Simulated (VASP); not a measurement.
## ZnS in VASP 6.6.1, single-point calculation

INCAR

```
LWAVE = .FALSE.
NSW = 0
LREAL = .FALSE.
ISIF = 2
ISMEAR = -4
LASPH = .TRUE.
PREC = Accurate
NELM = 99
IBRION = -1
LCHARG = .FALSE.
NBANDS = 16
ENCUT = 520
SIGMA = 0.1
EDIFF = 1E-7
GGA = PE
```

KPOINTS

```
KPOINTS created by Atomic Simulation Environment
0
Gamma
8 8 8
0 0 0
```

POSCAR

```
Zn S
 1.0000000000000000
     0.0000000000000000    2.6940858314999998    2.6402041149000000
     2.6940858314999998    0.0000000000000000    2.6402041149000000
     2.6940858314999998    2.6940858314999998    0.0000000000000000
 Zn  S
   1   1
Cartesian
  0.0000000000000000  0.0000000000000000  0.0000000000000000
  1.3470429157499999  1.3470429157499999  1.3201020574499998
```

The recommended PBE PAW datasets give the neutral cell 18 valence electrons.

Command

```
mpirun -np 1 vasp_std
```

Q: How does this run end, and what does it give?

A: It converged. Results: gap between bands v and c on the k mesh 2.20 eV; least direct gap on the k mesh 2.20 eV; pressure 4.1 GPa. Band v is the last that the valence electrons fill when counted band by band, and c is the next.

OSZICAR

```
N       E                     dE             d eps       ncg     rms          rms(c)
DAV:   1     0.895102170793E+02    0.89510E+02   -0.89927E+03  1888   0.135E+03
DAV:   2    -0.154197058383E+01   -0.91052E+02   -0.85805E+02  2136   0.261E+02
DAV:   3    -0.719442765217E+01   -0.56525E+01   -0.56277E+01  2304   0.632E+01
DAV:   4    -0.725377017571E+01   -0.59343E-01   -0.59330E-01  2392   0.678E+00
DAV:   5    -0.725445795755E+01   -0.68778E-03   -0.68776E-03  2392   0.694E-01    0.726E+00
DAV:   6    -0.684685937310E+01    0.40760E+00   -0.73742E-01  2784   0.305E+01    0.564E+00
DAV:   7    -0.682549755359E+01    0.21362E-01   -0.26236E-01  2344   0.469E+00    0.283E+00
DAV:   8    -0.682474888561E+01    0.74867E-03   -0.53731E-03  2488   0.975E-01    0.749E-01
DAV:   9    -0.682495134961E+01   -0.20246E-03   -0.13308E-03  2368   0.287E-01    0.952E-02
DAV:  10    -0.682511083420E+01   -0.15948E-03   -0.20744E-04  2296   0.106E-01    0.328E-02
DAV:  11    -0.682510790456E+01    0.29296E-05   -0.27330E-05  2296   0.413E-02    0.755E-03
DAV:  12    -0.682510829765E+01   -0.39310E-06   -0.27368E-06  2408   0.124E-02    0.331E-03
DAV:  13    -0.682510866839E+01   -0.37074E-06   -0.62436E-07  2360   0.467E-03    0.225E-03
DAV:  14    -0.682510859067E+01    0.77726E-07   -0.43338E-08  2088   0.322E-03
   1 F= -.68251086E+01 E0= -.68251086E+01  d E =0.000000E+00
```

For comparison, a separate PBE run of the intended cell, on usual settings and not on those above, gives a gap of 2.20 eV on its mesh and a pressure of 4.1 GPa.
